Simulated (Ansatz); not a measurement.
# 3-layer In2Se2 (AB) in a perpendicular field

What dipole does a perpendicular field induce in the 3-layer In2Se2 (AB), and does the gap follow? A positive field points along +c.

Program: Ansatz 0.2.0. Level of theory: plane-wave DFT, PBE-D3(BJ), Ansatz PAW. Results are calculated unless marked as measured.

**1. Starting point**

The cell holds 12 atoms: 6 Se and 6 In. Cell: a = 4.134 Å, b = 4.134 Å, c = 74.229 Å, α = 90.0°, β = 90.0°, γ = 120.0°. Regions: layer 1: In2Se2, 4 atoms (2 Se and 2 In); layer 2: In2Se2, 4 atoms (2 Se and 2 In); layer 3: In2Se2, 4 atoms (2 Se and 2 In). Vacuum lies along c.

**2. Relaxation**

The starting cell is a guess, so the in-plane lattice and the atoms are relaxed first, with the slab cut off from its images along the normal.

Contents of input.yaml:

```yaml
crystal:
  lattice:
    - [4.134, 0.0, 0.0]
    - [-2.067, 3.5801490192, 0.0]
    - [0.0, 0.0, 74.2287283935]
  atoms:
    - { symbol: Se, position: [0.3333333333, 0.6666666667, 0.3543102592] }
    - { symbol: In, position: [0.0, 0.0, 0.3698225111] }
    - { symbol: In, position: [0.0, 0.0, 0.4080826304] }
    - { symbol: Se, position: [0.3333333333, 0.6666666667, 0.4235948823] }
    - { symbol: Se, position: [0.6666666667, 0.3333333333, 0.4653576885] }
    - { symbol: In, position: [0.3333333333, 0.6666666667, 0.4808699404] }
    - { symbol: In, position: [0.3333333333, 0.6666666667, 0.5191300596] }
    - { symbol: Se, position: [0.6666666667, 0.3333333333, 0.5346423115] }
    - { symbol: Se, position: [0.3333333333, 0.6666666667, 0.5764051177] }
    - { symbol: In, position: [0.0, 0.0, 0.5919173696] }
    - { symbol: In, position: [0.0, 0.0, 0.6301774889] }
    - { symbol: Se, position: [0.3333333333, 0.6666666667, 0.6456897408] }
  periodic: [true, true, false]
kpoints:
  mp_grid: { grid: [12, 12, 1] }
hamiltonian:
  xc: pbe
  dispersion: d3bj
scf:
  occupations: { method: fermi_dirac, width: 0.05 }
  convergence: { dr2_threshold: 1.0e-09 }
relax:
  f_tol: 0.004
  max_steps: 90
  cell: {}
output:
  write_potential: true
  write_density: true
  volumetric_format: npy
```

The run is started by

```
ansatz run input.yaml --threads 4 --pin off --max-ram 16384MiB --backend cpu --events-out ev --progress --plain --runs-dir out
```

Numbers of over 12 decimals in the logs are rounded to 6 here.

What it wrote:

```text
Warning: relax.cell: scf.convergence.dr2_threshold = 1e-9 eV is looser than the 1.19954841783e-10 eV advised for a relaxation that steers and ends on the stress (1e-10 eV for each atom of the cell: 12, times the square of relax.cell.stress_2d_tol = 0.05 N/m over 31.6 Å (the atoms' height at the walk's start and 5 Å past either face), 1.581e-2 GPa, over a crystal's default 0.05). What an SCF threshold leaves in a stress goes as its square root, and in the free energy as the threshold itself, and one threshold admits the most on a small cell: [figures from the program's tests cut] Set scf.convergence.dr2_threshold to 1.19954841783e-10 eV or tighter. [rest of the remark cut]
Engine: ansatz 0.2.0, aarch64-unknown-linux-gnu
Pseudopotentials: kind: paw
Pseudopotential: Se, paw, valence charge 16, recommended cutoff 420 eV (normal), Se.paw.azcp
Pseudopotential: In, paw, valence charge 13, recommended cutoff 420 eV (normal), In.paw.azcp
Functional definition: PBE
  parameter kappa = 0.804
  parameter beta = 0.066725
  exchange = pbe_x(kappa = kappa, mu = beta*pi^2/3)
  correlation = pbe_c(beta = beta)
Crystal: 12 atoms, lattice volume = 1098.610 Å³
Basis set: ecut = 420 eV, 21165 PW (Γ), exchange–correlation on 60×60×1000 points (8 copies of the dense FFT grid, shifted against one another)
Bands: 105, of which v1, the nominal top of the filled ones, is band 87 counted from 1 (86 counted from 0)
Symmetry: 12 space group operations
Space group: P-6m2 (ITA 187), of the structure as read, at distance tolerance 1.0e-4 Å
k-points: 19 of 144 (time reversal used)
Non-local potential: Se, projectors of the file, l = 0: 2, l = 1: 2, l = 2: 3, l = 3: 1
Non-local potential: In, projectors of the file, l = 0: 2, l = 1: 2, l = 2: 2, l = 3: 2
PAW form: soft (Blöchl's): semilocal exchange-correlation on the pseudo side does not see the compensation charge
PAW one-centre angular grid: Se, 590 points (default); XC on 64 Gauss nodes
PAW one-centre angular grid: In, 590 points (default); XC on 64 Gauss nodes
Initial density: superposition of atomic densities (neutral atoms: chi_scale 0, normalization atom), corrected by the library's trained network
Initial wavefunctions: pseudopotential atomic-orbital guess
Functional: x = pbe(κ = 0.804, μ = 0.219515), c = pbe(β = 0.066725)
SCF iter   1: F=—  HF=-66410.748948 eV  |F-HF|=—  |Δ(HF+E_count)|=         —  Δρ=1.10e-3  dr2=4.37e-2  ethr=1.77e-3  ⟨swp⟩=9.2  Hψ=9409  notcnv=0  defer=41
preconditioner: auto → LDOS  [insulator: Δε(μ)=0.315 eV  Ē_g=13.867 eV  σ=0.050 eV  W_gap=0.87  n_scr=184 (ndim 8)  ℏωp=12.0 eV  f_vac=0.664  D(μ)=0.06/eV (n_scr^D=2)  ε∞_Penn≈1.7  β→1.0]
SCF iter   2: F=—  HF=-66410.802141 eV  |F-HF|=—  |Δ(HF+E_count)|=   5.32e-2  Δρ=2.01e-3  dr2=3.35e-1  ethr=2.51e-5  ⟨swp⟩=3.5  Hψ=4794  notcnv=0  defer=198
SCF iter   3: F=—  HF=-66410.747372 eV  |F-HF|=—  |Δ(HF+E_count)|=   5.48e-2  Δρ=3.32e-4  dr2=1.00e-2  ethr=2.51e-5  ⟨swp⟩=3.0  Hψ=3333  notcnv=0  defer=198
SCF iter   4: F=—  HF=-66410.746031 eV  |F-HF|=—  |Δ(HF+E_count)|=   1.34e-3  Δρ=1.48e-4  dr2=2.20e-3  ethr=5.76e-6  ⟨swp⟩=3.0  Hψ=2738  notcnv=0  defer=198
SCF iter   5: F=—  HF=-66410.745740 eV  |F-HF|=—  |Δ(HF+E_count)|=   2.91e-4  Δρ=3.80e-5  dr2=4.00e-5  ethr=1.26e-6  ⟨swp⟩=3.0  Hψ=2756  notcnv=0  defer=198
SCF iter   6: F=—  HF=-66410.745716 eV  |F-HF|=—  |Δ(HF+E_count)|=   2.36e-5  Δρ=1.44e-5  dr2=3.00e-6  ethr=2.30e-8  ⟨swp⟩=3.6  Hψ=4547  notcnv=0  defer=198
SCF iter   7: F=—  HF=-66410.745652 eV  |F-HF|=—  |Δ(HF+E_count)|=   6.41e-5  Δρ=6.11e-6  dr2=1.51e-6  ethr=1.73e-9  ⟨swp⟩=2.6  Hψ=3596  notcnv=0  defer=198
SCF iter   8: F=—  HF=-66410.745653 eV  |F-HF|=—  |Δ(HF+E_count)|=   2.00e-7  Δρ=1.86e-6  dr2=1.37e-7  ethr=8.67e-10  ⟨swp⟩=2.8  Hψ=3051  notcnv=0  defer=198
SCF iter   9: F=—  HF=-66410.745653 eV  |F-HF|=—  |Δ(HF+E_count)|=   3.29e-8  Δρ=6.32e-7  dr2=7.66e-9  ethr=7.86e-11  ⟨swp⟩=2.7  Hψ=2902  notcnv=0  defer=198
SCF iter  10: F=-66410.745653 eV  HF=-66410.745653 eV  |F-HF|=1.98e-9  |Δ(HF+E_count)|=   1.62e-8  Δρ=1.85e-7  dr2=5.71e-10  ethr=1.00e-12  ⟨swp⟩=8.2  Hψ=14341  notcnv=0
SCF 1 converged in 10 iterations: F = -66410.745653 eV  dr2 = 5.71e-10
  greatest PAW one-centre occupation: 1.000 electrons in one spin orbital (limit 2), on the Se atom at site 3 (counted from 0), in its partial waves of l = 2
relax step   1: F+E_penalty+E_count = -66410.74565256 eV  Δ(F+E_penalty+E_count) = +0.000e0 eV  max|allowed force component| = 6.248e-1 eV/Å  Δτ_max = 0.0000 Å  P = -0.683 N/m  Ω = 1098.610 Å³  fix = [c, alpha, beta]  reactions: c -0.000 N/m  (10 SCF iters, accepted)
Crystal: 12 atoms, lattice volume = 1051.412 Å³
Basis set: ecut = 420 eV, 20577 PW (Γ), exchange–correlation on 60×60×1000 points (8 copies of the dense FFT grid, shifted against one another)
Initial density: handed on by an earlier stage of this run
Initial wavefunctions: those handed on with the density
iter 1 solved again at ethr=1.86e-4 eV; its pass at ethr=3.10e-3 eV (dr2=3.24e-1 eV) is discarded
SCF iter   1: F=—  HF=-66410.711540 eV  |F-HF|=—  |Δ(HF+E_count)|=         —  Δρ=4.03e-3  dr2=3.24e-1  ethr=1.86e-4  ⟨swp⟩=6.1  Hψ=10807  notcnv=0  defer=5
preconditioner: auto → Resta (q_TF=auto, 2.022 Å⁻¹)  ε∞=1.8  [insulator: Δε(μ)=0.860 eV  Ē_g=13.733 eV  σ=0.050 eV  W_gap=1.00  n_scr=184 (ndim 8)  ℏωp=12.2 eV  f_vac=0.661  D(μ)=0.00/eV (n_scr^D=0)  ε∞_Penn≈1.8  vacuum switching on, ρ_ref=1.4e-2 e/Å³]
SCF iter   2: F=—  HF=-66410.645150 eV  |F-HF|=—  |Δ(HF+E_count)|=   6.64e-2  Δρ=2.37e-3  dr2=1.02e-1  ethr=1.86e-4  ⟨swp⟩=5.1  Hψ=3417  notcnv=0  defer=28
SCF iter   3: F=—  HF=-66410.631149 eV  |F-HF|=—  |Δ(HF+E_count)|=   1.40e-2  Δρ=1.13e-3  dr2=3.94e-2  ethr=5.88e-5  ⟨swp⟩=2.9  Hψ=3081  notcnv=0  defer=156
SCF iter   4: F=—  HF=-66410.632525 eV  |F-HF|=—  |Δ(HF+E_count)|=   1.38e-3  Δρ=6.97e-4  dr2=6.60e-2  ethr=2.26e-5  ⟨swp⟩=2.9  Hψ=3112  notcnv=0  defer=190
SCF iter   5: F=—  HF=-66410.626776 eV  |F-HF|=—  |Δ(HF+E_count)|=   5.75e-3  Δρ=2.88e-4  dr2=6.65e-4  ethr=2.26e-5  ⟨swp⟩=2.1  Hψ=2280  notcnv=0  defer=190
SCF iter   6: F=—  HF=-66410.626929 eV  |F-HF|=—  |Δ(HF+E_count)|=   1.53e-4  Δρ=8.47e-5  dr2=1.68e-4  ethr=3.82e-7  ⟨swp⟩=3.0  Hψ=4175  notcnv=0  defer=190
SCF iter   7: F=—  HF=-66410.626870 eV  |F-HF|=—  |Δ(HF+E_count)|=   5.88e-5  Δρ=2.86e-5  dr2=3.61e-5  ethr=9.65e-8  ⟨swp⟩=2.8  Hψ=3675  notcnv=0  defer=190
SCF iter   8: F=—  HF=-66410.626879 eV  |F-HF|=—  |Δ(HF+E_count)|=   8.87e-6  Δρ=1.79e-5  dr2=1.94e-5  ethr=2.08e-8  ⟨swp⟩=2.9  Hψ=3594  notcnv=0  defer=190
[...]
relax step   4: F+E_penalty+E_count = -66410.97342945 eV  Δ(F+E_penalty+E_count) = -2.695e-2 eV  max|allowed force component| = 1.537e-2 eV/Å  Δτ_max = 0.1000 Å  P = +0.188 N/m  Ω = 1044.374 Å³  energy of the carried Pulay correction = +3.364e-3 eV  fix = [c, alpha, beta]  reactions: c +0.000 N/m  (13 SCF iters, accepted)
[...]
relax step   5: F+E_penalty+E_count = -66410.97354674 eV  Δ(F+E_penalty+E_count) = -1.173e-4 eV  max|allowed force component| = 4.538e-3 eV/Å  Δτ_max = 0.0073 Å  P = +0.003 N/m  Ω = 1045.723 Å³  energy of the carried Pulay correction = +3.277e-3 eV  fix = [c, alpha, beta]  reactions: c +0.000 N/m  (9 SCF iters, accepted)
[...]
relax step   6: F+E_penalty+E_count = -66410.97355744 eV  Δ(F+E_penalty+E_count) = -1.070e-5 eV  max|allowed force component| = 3.123e-4 eV/Å  Δτ_max = 0.0028 Å  P = -0.001 N/m  Ω = 1045.695 Å³  energy of the carried Pulay correction = +3.279e-3 eV  fix = [c, alpha, beta]  reactions: c -0.000 N/m  (7 SCF iters, accepted)
Basis set: ecut = 420 eV, 20505 PW (Γ), exchange–correlation on 54×54×1000 points (8 copies of the dense FFT grid, shifted against one another)
Initial wavefunctions: pseudopotential atomic-orbital guess (no wavefunctions were taken with the density)
iter 1 solved again at ethr=2.24e-7 eV; its pass at ethr=3.10e-3 eV (dr2=3.89e-4 eV) is discarded
SCF iter   1: F=—  HF=-66410.970463 eV  |F-HF|=—  |Δ(HF+E_count)|=         —  Δρ=4.11e-5  dr2=3.19e-6  ethr=2.24e-7  ⟨swp⟩=5.6  Hψ=17466  notcnv=0
SCF iter   2: F=—  HF=-66410.970388 eV  |F-HF|=—  |Δ(HF+E_count)|=   7.47e-5  Δρ=1.93e-5  dr2=7.14e-7  ethr=1.84e-9  ⟨swp⟩=3.2  Hψ=4598  notcnv=0
SCF iter   3: F=—  HF=-66410.970389 eV  |F-HF|=—  |Δ(HF+E_count)|=   8.09e-7  Δρ=4.72e-6  dr2=1.12e-7  ethr=4.10e-10  ⟨swp⟩=2.3  Hψ=3122  notcnv=0
SCF iter   4: F=—  HF=-66410.970389 eV  |F-HF|=—  |Δ(HF+E_count)|=   6.04e-8  Δρ=1.47e-6  dr2=1.37e-7  ethr=6.43e-11  ⟨swp⟩=3.2  Hψ=4191  notcnv=0
SCF iter   5: F=—  HF=-66410.970389 eV  |F-HF|=—  |Δ(HF+E_count)|=   1.86e-8  Δρ=4.46e-7  dr2=2.06e-8  ethr=6.43e-11  ⟨swp⟩=2.1  Hψ=2331  notcnv=0
SCF iter   6: F=-66410.970389 eV  HF=-66410.970389 eV  |F-HF|=1.12e-9  |Δ(HF+E_count)|=   1.35e-9  Δρ=2.66e-7  dr2=5.50e-10  ethr=1.00e-12  ⟨swp⟩=14.9  Hψ=16322  notcnv=0
SCF 7 converged in 6 iterations: F = -66410.970389 eV  dr2 = 5.50e-10
relax step   7: F+E_penalty+E_count = -66410.97038905 eV  Δ(F+E_penalty+E_count) = +3.168e-3 eV  max|allowed force component| = 4.486e-4 eV/Å  Δτ_max = 0.0000 Å  P = -0.006 N/m  Ω = 1045.695 Å³  fix = [c, alpha, beta]  reactions: c -0.000 N/m  stress off target by 6.21e-3 N/m on what of the cell is left free  SCF on the basis re-selected at this cell (its energy is not comparable with the rows above)  (6 SCF iters)
basis re-selected at this cell: Δ(F+E_penalty+E_count) = +3.168e-3 eV, ΔP = -0.005 N/m vs the last step (what re-selecting the basis moved, of the pressure what is left beyond the Pulay correction that the steps carried, after the strain that the cell walked since its last selection, with what the two solves' SCF thresholds leave and, on support functions, any second-order correction that the steps lacked; it is no measure of the basis error at this ecutwfc). The dense FFT grid was sized anew with the basis: this SCF ran on 27×27×500 points, the steps before it on 30×30×500, so part of this shift can come from that change (see relax.cell in the input reference). [rest of the remark cut]
WARN: The output density's exchange-correlation potential varies sharply where the density is thin. Do not read a vacuum level from v_tot or v_xc, or from such a field of the output density. On a cell that repeats whose density bears no net charge and no dipole along the vacuum's axis use v_es (v_loc + v_h of the components); under efield.dipole_correction with no amplitude use v_es + v_field, which holds any externa [...]
SCF converged after 6 iterations
Free energy (F): -66410.970389 eV
Harris-Foulkes:  -66410.970389 eV  (|F-HF|=1.12e-9)
Internal energy: -66410.970375 eV  (E = F + TS)
E sigma→0 (E₀):  -66410.970382 eV
Entropy (-TS):   -0.000014 eV (-0.001 meV/atom)
Fermi energy:    -5.026957 eV
--- Per-component energies (eV) ---
  E_band       = -4910.942571
  E_kinetic    = 2166.528356
  E_local      = -2027037.687551  (includes V_loc(G=0)·N_el)
  E_nonlocal   = -1371.153512
  E_hartree    = 1011510.882274
  E_xc         = -1915.458092
  E_vxc        = -1182.508125  (∫ρ·V_xc dr)
  E_paw        = -36398.210524  (= ΣΔE_a)
  E_vpaw       = -507.866695  (= ΣTr[D̂ρ^β])
  E_aug_tail   = -0.003453  (compensation charges beyond the density's cutoff)
  E_ewald      = 986637.406388
  E_disp       = -3.274260  (pairwise vdW)
  E_smearing   = -0.000014  (= −TS)
  E_closure    = -0.000000  (closes the sum)
  Σ components = -66410.970389   (vs F -66410.970389, Δ=0.00e0)
--- Forces (eV/Å), atoms counted from 1 ---
  atom   1  Se     0.00000000     0.00000000    -0.00044858
  atom   2  In    -0.00000000    -0.00000000    -0.00013210
  atom   3  In    -0.00000000    -0.00000000    -0.00030946
  atom   4  Se     0.00000000     0.00000000    -0.00000860
  atom   5  Se     0.00000000     0.00000000    -0.00023384
  atom   6  In    -0.00000000    -0.00000000     0.00014875
  atom   7  In    -0.00000000    -0.00000000    -0.00014875
  atom   8  Se    -0.00000000     0.00000000     0.00023384
  atom   9  Se     0.00000000     0.00000000     0.00000860
  atom  10  In    -0.00000000    -0.00000000     0.00030946
  atom  11  In    -0.00000000    -0.00000000     0.00013210
  atom  12  Se     0.00000000     0.00000000     0.00044858
  max |Σ_I F_I| component: 8.21e-17 eV/Å
--- 2D stress c σ (N/m, compression-positive) ---
       -0.006211      -0.000000       0.000000
        0.000000      -0.006211      -0.000000
        0.000000      -0.000000      -0.000000
  P = ½ c Tr σ = -0.0062 N/m
--- Band table (eV; the first three rows and the last of 19) ---
  k-point 0: bands = [... 83 lower, -6.3628, -6.3628, -6.1208, -5.5293, -4.6865, -4.2000, -3.6952, -3.1759, ... 14 higher]
  k-point 1: bands = [... 83 lower, -6.4278, -6.2980, -5.9343, -5.4811, -4.2402, -3.9069, -3.5020, -2.7965, ... 14 higher]
  k-point 2: bands = [... 83 lower, -6.6022, -6.2193, -5.8860, -5.5808, -3.6091, -3.4566, -3.2582, -2.5423, ... 14 higher]
  k-point 18: bands = [... 83 lower, -7.2882, -7.0809, -7.0738, -6.8174, -3.5691, -3.4338, -3.3898, -2.9559, ... 14 higher]
  the weakly bound empty levels are not read free of the cell's end (no_gap_told)
--- Relaxed structure (6 steps of the walk, 5 accepted, 1 SCFs on fresh bases) ---
  F+E_penalty+E_count = -66410.97038905 eV   max|allowed force component| = 4.486e-4 eV/Å   (the final SCF, on the basis selected at the relaxed cell)
  cell:  # Å, volume = 1045.6947 Å³
    - [4.033213, 0, 0]
    - [-2.016606, 3.492865, 0]
    - [0, 0, 74.2287283935]
  atoms:
    - { symbol: Se, position: [0.333333, 0.666667, 0.351774] }
    - { symbol: In, position: [-1.2461770119566232e-17, -3.109144593544366e-17, 0.369166] }
    - { symbol: In, position: [-1.258008754250421e-17, -3.1328080781319613e-17, 0.406809] }
    - { symbol: Se, position: [0.333333, 0.666667, 0.424129] }
    - { symbol: Se, position: [0.666667, 0.333333, 0.463859] }
    - { symbol: In, position: [0.333333, 0.666667, 0.481187] }
    - { symbol: In, position: [0.333333, 0.666667, 0.518813] }
    - { symbol: Se, position: [0.666667, 0.333333, 0.536141] }
    - { symbol: Se, position: [0.333333, 0.666667, 0.575871] }
    - { symbol: In, position: [-1.2091535223353526e-17, -3.0350976143018246e-17, 0.593191] }
    - { symbol: In, position: [-1.2209852646291498e-17, -3.058761098889419e-17, 0.630834] }
    - { symbol: Se, position: [0.333333, 0.666667, 0.648226] }
```

It took 9.6 min on 4 threads of Arm Neoverse V1, shared host; peak memory 3.3 GiB.

Relaxation path:

| step | energy less that of the first step (eV) | largest force component (eV/Å) | volume (Å³) |
| --- | --- | --- | --- |
| 1 | 0.0000 | 0.6248 | 1098.61 |
| 2 | 0.1188 | 1.3939 | 1051.41 |
| 3 | -0.2008 | 0.1023 | 1071.05 |
| 4 | -0.2278 | 0.0154 | 1044.37 |
| 5 | -0.2279 | 0.0045 | 1045.72 |
| 6 | -0.2279 | 0.0003 | 1045.69 |
| 7* | -0.2247 | 0.0004 | 1045.69 |

Relaxation steps marked * repeat the geometry before them on a plane-wave basis chosen anew for their cell, so energy and pressure can jump there. Relaxation step 2 was tried and not accepted.

The run keeps the 12 symmetry operations that it works with, so distortions that break them were not tested.

| cell as run | before | after | change |
| --- | --- | --- | --- |
| a (Å) | 4.134 | 4.033 | -2.4 % |
| b (Å) | 4.134 | 4.033 | -2.4 % |

The atoms that moved most (Å, along periodic axes as changes of fractional coordinates times the final cell, across vacuum about the mean position):

| atom | dx | dy | dz | length |
| --- | --- | --- | --- | --- |
| Se1 | 0.000 | 0.000 | -0.188 | 0.188 |
| Se12 | 0.000 | 0.000 | 0.188 | 0.188 |
| Se5 | 0.000 | 0.000 | -0.111 | 0.111 |
| Se8 | 0.000 | 0.000 | 0.111 | 0.111 |
| In3 | 0.000 | 0.000 | -0.095 | 0.095 |
| In10 | 0.000 | 0.000 | 0.095 | 0.095 |
| In11 | 0.000 | 0.000 | 0.049 | 0.049 |
| In2 | 0.000 | 0.000 | -0.049 | 0.049 |

The lattice constant a goes from 4.134 to 4.033 Å.

(Continued in part 2 of 3.)

[Logs are printed without paths, hosts, clocks, repeated set-up lines and the standing remarks that a program may print on its own settings, such as how far it seeks lower states.]

[Hosts, paths, dates, database ids (printed as entryN), source tags and the programs' standing remarks are cut or masked in the printed files.]

[Maps of the electrostatic potential energy from Ansatz leave out the sawtooth potential of an applied field or a dipole correction, so their vacuum need not be flat; planar profiles and work functions include it.]
